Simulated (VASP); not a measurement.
Si: relaxation of cell and atoms with AM05

Si:

```
Si
1.0
     2.66558    0.00000    0.00000
    -1.33279    2.30846    0.00000
     0.00000    0.00000    4.50627
Si
2
Direct
  0.33333 0.66667 0.25000
  0.66667 0.33333 0.75000
```

This isn't the form of Si at room conditions, which is diamond.

```
Program                : VASP 6.6.1
Task                   : relaxation of cell and atoms
Functional             : AM05
Potentials or basis    : VASP PAW PBE potentials, release 64 (Si)
Cutoff                 : 600 eV
k mesh                 : 12 × 12 × 6
Occupations            : gaussian, width 0.03 eV
Spin                   : no spin polarisation
Further INCAR settings : ALGO = Normal; EDIFF = 1e-06; IBRION = 2; EDIFFG = -0.01; NSW = 90; ISIF = 3
```

```yaml
Relaxed_volume: 13.69 Å³/atom
Relaxed_cell: a = 2.659 Å, b = 2.659 Å, c = 4.471 Å, α = 90.00°, β = 90.00°, γ = 120.00°
Space_group_after_relaxing_to_0.05_Å: P6_3/mmc (No. 194)
Energy_gained_by_relaxing: 1.2 meV/atom
Ionic_steps: 6
Pressure_after_relaxing: 0.0 GPa
Band_gap_on_the_k_mesh: none (metal or under the smearing width)
```

Step by step:
```
step  energy change (eV)  largest force (eV/Å)  pressure (GPa)  volume (Å³)
   1              0.0000                0.0000           -1.45        27.73
   2             -0.0016                0.0000            0.59        27.23
   3             -0.0024                0.0000           -0.15        27.40
   4             -0.0024                0.0000           -0.17        27.41
   5             -0.0024                0.0000            0.06        27.35
   6             -0.0024                0.0000           -0.03        27.37
```

Final structure:
```
Si
1.0
     2.65881    0.00000    0.00000
    -1.32941    2.30260    0.00000
     0.00000    0.00000    4.47104
Si
2
Direct
  0.33333 0.66667 0.25000
  0.66667 0.33333 0.75000
```

Levels at points of the mesh, in eV from the Fermi level:
| k point | band 1 | band 2 | band 3 | band 4 | band 5 | band 6 | band 7 | band 8 |
| --- | --- | --- | --- | --- | --- | --- | --- | --- |
| (0.00, 0.00, 0.00) | -14.99 | -8.17 | -7.50 | 9.09 | 9.09 | 10.32 | 10.32 | 11.21 |
| (0.50, 0.00, 0.00) | -8.50 | -7.99 | -1.83 | -1.73 | -1.32 | -0.22 | 3.74 | 5.90 |
| (0.00, 0.00, 0.50) | -13.18 | -13.18 | 0.74 | 0.74 | 10.51 | 10.51 | 10.51 | 10.51 |
| (0.50, 0.00, 0.50) | -6.79 | -6.79 | -6.18 | -6.18 | 5.30 | 5.30 | 6.05 | 6.05 |

Wall time 18 s on 1 thread of Intel(R) Xeon(R) 6975P-C (Granite Rapids), with other jobs on the host, peak memory 0.15 GiB.

Caveat: the PAW data sets were made with another functional, which shifts forces and pressure a little.
